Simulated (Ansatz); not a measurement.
Runs of Ansatz 0.2.0 on CuAu. The structure is tetragonal, space group P4/mmm (No. 123). The conventional cell has a = 2.811 Å, b = 2.811 Å, c = 3.685 Å, α = 90.00°, β = 90.00°, γ = 90.00°. Au (site symmetry 4/mmm) has 8 Cu at 2.71 Å and 4 Au at 2.81 Å as nearest neighbours. Around Cu (site symmetry 4/mmm) lie 8 Au at 2.71 Å and 4 Cu at 2.81 Å. 

| task | level | potentials or basis | cutoff (eV) | smearing | basis error allowed | gap on the mesh (eV) | pressure (GPa) | V0 of scaled cells (Å³/atom) | B0 (GPa) |
| --- | --- | --- | --- | --- | --- | --- | --- | --- | --- |
| equation of state | LDA | all-electron LAPW, scalar-relativistic | - | fermi-dirac 0.05 eV | 0.001 eV/atom | - | - | (c) | 194 |
| band structure | PBEsol | all-electron LAPW, non-relativistic | 272 | fermi-dirac 0.05 eV | 0.001 eV/atom | - | (a) | - | - |
| equation of state | PBEsol | all-electron LAPW, scalar-relativistic | - | fermi-dirac 0.05 eV | 0.001 eV/atom | - | - | 14.21 | 174 |
| single point | RPBE | all-electron LAPW, scalar-relativistic | 272 | gaussian 0.05 eV | 0.001 eV/atom | none | 8.9 | - | - |
| band structure | PBEsol | all-electron PAW datasets made for the crystal | 280 | fermi-dirac 0.05 eV | - | - | -4.0 | - | - |
| single point | PBEsol | all-electron LAPW, scalar-relativistic | 271 | fermi-dirac 0.05 eV | 0.001 eV/atom | none | -4.0 | - | - |
| band structure | PBE | all-electron LAPW, scalar-relativistic | 271 | fermi-dirac 0.05 eV | 0.001 eV/atom | - | 4.5 | - | - |
| band structure | LDA | all-electron LAPW, scalar-relativistic | 272 | fermi-dirac 0.05 eV | 0.001 eV/atom | - | (b) | - | - |
| equation of state | PBE | all-electron LAPW, scalar-relativistic | - | fermi-dirac 0.05 eV | 0.0005 eV/atom | - | - | 14.99 | 142 |
| single point | PBE | all-electron LAPW, scalar-relativistic | 271 | gaussian 0.02 eV | 0.001 eV/atom | none | 4.5 | - | - |
| equation of state | PBEsol | all-electron LAPW, scalar-relativistic | - | fermi-dirac 0.05 eV | 0.0005 eV/atom | - | - | 14.21 | 174 |
| band structure | PBEsol | all-electron LAPW, inner shells corrected to Dirac's equation | 272 | fermi-dirac 0.05 eV | 0.001 eV/atom | - | -3.9 | - | - |

Alike in all rows: no spin polarisation; cell as given; k mesh 9 × 9 × 7.

Q: Estimate the missing entries.

A: (a) 14.7; (b) -9.2; (c) 13.78.

Caveats: the cell was scaled at fixed shape and fractional positions, which overstates the stiffness of a crystal with free parameters, most of all of layers and chains (some runs); relativity is left out, which matters for the heavier elements (some runs).

A k mesh can miss the band edges, and the runs leave out spin-orbit coupling on Au.

A gap of «none» marks a metal or a gap under the smearing width.

Not every run made on this cell is shown here.
